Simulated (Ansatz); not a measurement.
An Ansatz input:

```yaml
crystal:
  lattice:
    - [-2.2438589898, 2.2438589898, 1.2251470084]
    - [2.2438589898, -2.2438589898, 1.2251470084]
    - [2.2438589898, 2.2438589898, -1.2251470084]
  atoms:
    - { symbol: Mn, position: [0.0, 0.0, 0.0], spin: 3.0 }
    - { symbol: Mn, position: [0.75, 0.25, 0.5], spin: 3.0 }
hamiltonian:
  xc: rpbe
  pseudopotentials:
    kind: paw
    azcp:
      Mn: "pseudopotentials/Mn.paw.azcp"
basis:
  ecutwfc: 420
  fft_grid_basis: typed
kpoints:
  mp_grid: { grid: [14, 14, 10], shift: [0, 0, 0] }
magnetization:
  spin_polarized: true
scf:
  occupations: { method: fermi_dirac, width: 0.05 }
relax:
  max_steps: 60
  f_tol: 0.01
  cell: {}
output:
  write_density: true
  write_potential: true
  elf: true
  volumetric_format: npy
```

Terminal output

```
Warning: crystal.symmetry: narrowed to the stabiliser of the k-point mesh — unitary ops 16 → 4; excluded 12 operations that carry a point of the 14×14×10 mesh (shift [0, 0, 0]) off the mesh (the run samples exactly the mesh kpoints.mp_grid names, as under crystal.symmetry.detect: false, and its converged state has the mesh's symmetry, not the crystal's; ε∞, the Born charges and the force constants of a linear response (`dielectric:` by the response, `phonons.method: dfpt`) are averaged over those of the crystal's operations that the state keeps within a tolerance, where `mesh_tensors`, `unaveraged_element` or `gamma_mean_max_change_ev_ang2` stands beside them; a row that `dielectric.field_direction` solves alone is averaged likewise, with nothing beside; a Γ-centred mesh of equal divisions is mapped onto itself by every operation and keeps the whole group, as does a half-shifted one under kpoints.further_shifts: images)
Engine: ansatz 0.2.0, x86_64-unknown-linux-gnu
Pseudopotentials: kind: paw
Pseudopotential: Mn, paw, valence charge 15, recommended cutoff 420 eV (normal) 
Functional definition: RPBE
  parameter kappa = 0.804
  parameter beta = 0.06672455060314922
  exchange = rpbe_x(kappa = kappa, mu = beta*pi^2/3)
  correlation = pbe_c(beta = beta)
Crystal: 2 atoms, lattice volume = 24.674 Å³
Basis set: ecut = 420 eV, 485 PW (Γ), exchange–correlation on 48×48×48 points (8 copies of the dense FFT grid, shifted against one another)
Bands: 22, of which v1, the nominal top of the filled ones, is band 15 counted from 1 (14 counted from 0)
Symmetry: 4 space group operations
k-points: 534 of 1960
Non-local potential: Mn, projectors of the file, l = 0: 3, l = 1: 2, l = 2: 3, l = 3: 1
PAW form: soft (Blöchl's): semilocal exchange-correlation on the pseudo side does not see the compensation charge
PAW frozen core: Mn, regenerated for the run's functional, and the local potential with it (the file was generated under x = pbe(κ = 0.804, μ = 0.2195149727645171), c = pbe(β = 0.06672455060314922))
PAW one-centre angular grid: Mn, 590 points (default); XC on 64 Gauss nodes
Initial density: superposition of atomic densities (chi_scale 0.1, normalization cell)
Starting moments: Σ|m| = 6 μB on 2 of 2 sites
Initial wavefunctions: pseudopotential atomic-orbital guess
Functional: x = rpbe, c = pbe(β = 0.06672455060314922)
SCF iter   1: F=—  HF=-7803.767025 eV  |F-HF|=—  |Δ(HF+E_count)|=         —  Δρ=7.89e-2 (↑7.89e-2 ↓3.23e-2)  dr2=1.29e0  dr2_m=4.35e-1  M=4.908 μB ∫|m|=4.940 μB  β_m=0.30  ethr=3.10e-3  ⟨swp⟩=3.3  Hψ=82900  notcnv=0
Mixer restart at iter 1: flushing history
SCF iter   2: F=—  HF=-7803.621921 eV  |F-HF|=—  |Δ(HF+E_count)|=   1.45e-1  Δρ=3.85e-2 (↑3.85e-2 ↓2.70e-2)  dr2=1.54e-1  dr2_m=2.06e-1  M=4.860 μB ∫|m|=4.903 μB  β_m=0.43  ethr=3.10e-3  ⟨swp⟩=2.3  Hψ=38235  notcnv=0  defer=1161
SCF iter   3: F=—  HF=-7805.628932 eV  |F-HF|=—  |Δ(HF+E_count)|=         —  Δρ=1.56e-1 (↑1.56e-1 ↓1.15e-1)  dr2=4.67e-1  dr2_m=4.05e0  M=2.525 μB ∫|m|=2.583 μB  β_m=1.00  ethr=5.14e-4  ⟨swp⟩=2.2  Hψ=31617  notcnv=0  defer=1161
Mixer restart at iter 3: flushing history
SCF iter   4: F=—  HF=-7806.829048 eV  |F-HF|=—  |Δ(HF+E_count)|=    1.20e0  Δρ=1.44e-1 (↑1.44e-1 ↓3.19e-2)  dr2=4.70e0  dr2_m=8.83e-1  M=3.528 μB ∫|m|=3.594 μB  β_m=0.43  ethr=1.67e-4  ⟨swp⟩=4.1  Hψ=64860  notcnv=0  defer=1154
SCF iter   5: F=—  HF=-7806.041054 eV  |F-HF|=—  |Δ(HF+E_count)|=   7.88e-1  Δρ=7.12e-2 (↑7.12e-2 ↓1.52e-2)  dr2=9.79e-1  dr2_m=2.31e-1  M=2.443 μB ∫|m|=2.503 μB  β_m=0.36  ethr=1.67e-4  ⟨swp⟩=4.2  Hψ=73339  notcnv=0  defer=1035
...
basis re-selected at this cell: Δ(F+E_penalty+E_count) = -8.913e-6 eV, ΔP = -0.001 GPa vs the last step (what re-selecting the basis moved, of the pressure what is left beyond the Pulay correction that the steps carried, after the strain that the cell walked since its last selection, with what the two solves' SCF thresholds leave and, on support functions, any second-order correction that the steps lacked; it is no measure of the basis error at this ecutwfc). This SCF's stress stands 4.31e-3 GPa from its target on what of the cell is left free (relax.cell.stress_tol is 5.00e-2 GPa) and its largest allowed force component is 3.59e-5 eV/Å (relax.f_tol is 1.00e-2 eV/Å): within both
SCF converged after 7 iterations
Magnetization: -0.0000 μB (15.0000 up, 15.0000 down)
Absolute magnetization: 0.0000 μB (∫|ρ↑−ρ↓|, with the PAW one-centre terms)
Spin contamination: 0.0000 ħ² per cell (⟨S²⟩ above its minimum at these occupations)
Per-site moments (μB) at R_I (Å): [(-1.0350243567404718e-8, 1.024190125152088), (-1.0350243884991926e-8, 1.024190125152088)]
Free energy (F): -7806.764459 eV
Harris-Foulkes:  -7806.764459 eV  (|F-HF|=0.00e0)
Internal energy: -7806.742048 eV  (E = F + TS)
E sigma→0 (E₀):  -7806.753254 eV
Entropy (-TS):   -0.022411 eV (-11.205 meV/atom)
Fermi energy:    19.921157 eV
--- Per-component energies (eV) ---
  E_band       = -323.596045
  E_kinetic    = 615.896116
  E_local      = -3156.765149  (includes V_loc(G=0)·N_el)
  E_nonlocal   = 470.906982
  E_hartree    = 1313.645786
  E_xc         = -231.429508
  E_vxc        = -296.231639  (∫ρ·V_xc dr)
  E_paw        = -2601.793503  (= ΣΔE_a)
  E_vpaw       = -584.694030  (= ΣTr[D̂ρ^β])
  E_aug_tail   = -0.000017  (compensation charges beyond the density's cutoff)
  E_ewald      = -4217.103379
  E_core_change = -0.099375  (= ΣΔE_core)
  E_smearing   = -0.022411  (= −TS)
  E_closure    = 0.000000  (closes the sum)
  Σ components = -7806.764459   (vs F -7806.764459, Δ=0.00e0)
--- Forces (eV/Å), atoms counted from 1 ---
  atom   1  Mn    -0.00003593     0.00003593     0.00000000
  atom   2  Mn     0.00003593    -0.00003593     0.00000000
  max |Σ_I F_I| component: 0.00e0 eV/Å
--- Stress (GPa, compression-positive) ---
       -0.001296       0.003012       0.000435
        0.003012      -0.001296       0.000435
        0.000435       0.000435      -0.002106
  P = ⅓ Tr σ = -0.0016 GPa (-0.016 kbar)
--- Band table (eV; the first three rows and the last of 1068) ---
  k-point 0 ↑: bands = ["-59.3752", "-59.2250", "-28.3472", "-27.7181", "-27.7181", "-27.6187", "-27.6182", "-27.6097", "11.7492", "15.5533", "18.9826", "19.0022", "19.0080", "19.4653", "19.4681", "19.9792", "19.9839", "20.5631", "21.5102", "21.5135", "28.9957", "40.4412"]
  k-point 1 ↑: bands = ["-59.3715", "-59.2287", "-28.3297", "-27.7157", "-27.7157", "-27.6283", "-27.6211", "-27.6206", "11.8554", "15.5354", "18.9416", "18.9656", "18.9712", "19.4249", "19.4277", "20.0677", "20.0724", "20.2646", "21.5067", "21.5098", "29.4735", "40.3355"]
  k-point 2 ↑: bands = ["-59.3610", "-59.2394", "-28.2786", "-27.7087", "-27.7086", "-27.6821", "-27.6282", "-27.6278", "12.1678", "15.4504", "18.8273", "18.8970", "18.9021", "19.3177", "19.3204", "19.5843", "20.2864", "20.2909", "21.4849", "21.4869", "30.7160", "40.0337"]
  k-point 533 ↓: bands = ["-59.2075", "-59.2075", "-28.3035", "-28.3035", "-27.7981", "-27.7981", "-27.7937", "-27.7937", "15.6807", "15.6807", "17.3368", "17.3368", "20.1190", "20.1190", "20.7362", "20.7362", "21.8382", "21.8382", "23.0041", "23.0041", "29.7419", "29.7419"]
--- Relaxed structure (31 steps of the walk, 29 accepted, 3 SCFs on fresh bases) ---
  F+E_penalty+E_count = -7806.76445898 eV   max|allowed force component| = 3.593e-5 eV/Å   (the final SCF, on the basis selected at the relaxed cell)
  cell:  # Å, volume = 21.8493 Å³
    - [-1.6792050737443291, 1.3807501132563627, 1.2308238325326186]
    - [1.3807501132563627, -1.6792050737443291, 1.2308238325326186]
    - [3.116161409306591, 3.116161409306591, -1.7774446393008778]
  atoms:
    - { symbol: Mn, position: [-0.041554944613734136, 0.041554944613734136, 0.0] }
    - { symbol: Mn, position: [0.7915549446137343, 0.20844505538626584, 0.5000000000000001] }
```
